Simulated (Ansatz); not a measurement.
# SiC (P6_3mc): band gap under exact exchange

How does exact exchange change the gap of SiC (P6_3mc)? Wanted for SiC (P6_3mc): the band gap under exact exchange.

All numbers are computed with Ansatz 0.2.0, driven from Python. Level of theory: DFT with a functional composed in the script, plane waves, PAW.

## 1. The structure

Symmetry: P6_3mc, No. 186, hexagonal system. Conventional cell: a = 3.076 Å, b = 3.076 Å, c = 5.048 Å, α = 90.00°, β = 90.00°, γ = 120.00°. Around Si (site symmetry 3m) lie 4 C at 1.87 to 1.94 Å. C (site symmetry 3m) is surrounded by 4 Si at 1.87 to 1.94 Å.

The script holds or builds the structure itself.

## 2. The code

Contents of run_hybrid.py:

```python
"""Band gap of SiC from semilocal and hybrid functionals."""

import ansatz
import numpy as np
import pandas as pd


def count_gap(report):
    # lowest empty less highest filled band, counting bands; zero where they overlap
    return max(report.get("gap_by_band_count_ev") or 0.0, 0.0)

sic = (
    ansatz.Lattice.from_parameters(3.076, 3.076, 5.048, alpha=90.0, beta=90.0, gamma=120.0)
    .atom("Si", [1 / 3, 2 / 3, 0.0])
    .atom("Si", [2 / 3, 1 / 3, 0.5])
    .atom("C", [1 / 3, 2 / 3, 0.385])
    .atom("C", [2 / 3, 1 / 3, 0.885])
)

job = (
    sic.calculation()
    .kpoints(5, 5, 3)
    .occupations(ansatz.OccupationsMethod.FIXED)
    .scf(tolerance=1e-07)
    .band_table()
)
rows = []
for value in [0.15, 0.3]:
    r = job.functional(exchange="pbe", correlation="pbe", exact_fraction=value).run().report
    width = r["fermi_energy_ev"] - min(e for e in r["eigenvalues_ev"][0] if e > r["fermi_energy_ev"] - 10)
    rows.append((value, count_gap(r), width, r.get("hybrid", {}).get("n_outer", 0), r["n_iterations"]))
print(pd.DataFrame(rows, columns=["exact fraction", "gap by band count eV", "E_F less lowest level within 10 eV (first k)", "exchange loops", "iterations"]).round(4).to_string(index=False))
```

## 3. The input behind the calls

The engine receives this input (first run):

```yaml
crystal:
  lattice:
    a: 3.076
    b: 3.076
    c: 5.048
    alpha: 90.0
    beta: 90.0
    gamma: 120.0
  atoms:
    - { symbol: Si, position: [0.3333333333333333, 0.6666666666666666, 0.0] }
    - { symbol: Si, position: [0.6666666666666666, 0.3333333333333333, 0.5] }
    - { symbol: C, position: [0.3333333333333333, 0.6666666666666666, 0.385] }
    - { symbol: C, position: [0.6666666666666666, 0.3333333333333333, 0.885] }
kpoints:
  mp_grid:
    grid: [5, 5, 3]
hamiltonian:
  xc:
    exchange: pbe
    correlation: pbe
    exx:
      coeff: 0.15
scf:
  convergence:
    dr2_threshold: 1.0e-07
  occupations:
    method: fixed
output:
  eigenvalues: true
```

## 4. The run

Started as:

```sh
python run_hybrid.py
```

Standard output:

```text
DeckWarning: basis.ecutwfc = 420 eV, auto-derived from the records' recommended cutoffs: set by Si (normal level)
 exact fraction  gap by band count eV  E_F less lowest level within 10 eV (first k)  exchange loops  iterations
           0.15                3.8078                                        9.2496               2           9
           0.30                4.8375                                        9.7771               2          10
```

(Warnings from the package without file and line.)

Run time: 19 s. Hardware: 1 thread of Arm Neoverse V1, shared host; peak memory 0.71 GiB.

## 5. What changed from run to run

The engine's inputs for the other runs:

Run 2, against run 1:

```diff
@@ -22 +22 @@
-      coeff: 0.15
+      coeff: 0.3
```

## 6. The runs side by side

The 2 runs, in the order started:

```csv
run,hamiltonian.xc.exx.coeff,energy (eV/atom),gap on the mesh (eV),SCF cycles,CPU time (s)
1,0.15,-443.8136,3.81,9,8.3
2,0.3,-444.0822,4.84,10,8.4
```

Totals hang on functional and potentials, so only runs at one level compare.

## 7. Summary of results

| quantity | value |
| --- | --- |
| runs compared | 2 |
| gap on the mesh | 3.81 (coeff 0.15) to 4.84 eV (coeff 0.3) |

The gap on the mesh runs from 3.81 eV (coeff 0.15) to 4.84 eV (coeff 0.3). Caveats:
- A mesh with odd divisions misses the zone boundary, so a gap read on it is an upper bound on this functional's gap.
- The Fermi level of a run with fixed occupations marks the highest occupied state on its mesh, not mid-gap.
- The structure is a deposited one; the phase is the one named, whichever is stable at ambient conditions.
- Levels are Kohn-Sham eigenvalues on this mesh.
- Gaps are read on a coarse mesh, so the true band edges can lie between its points.
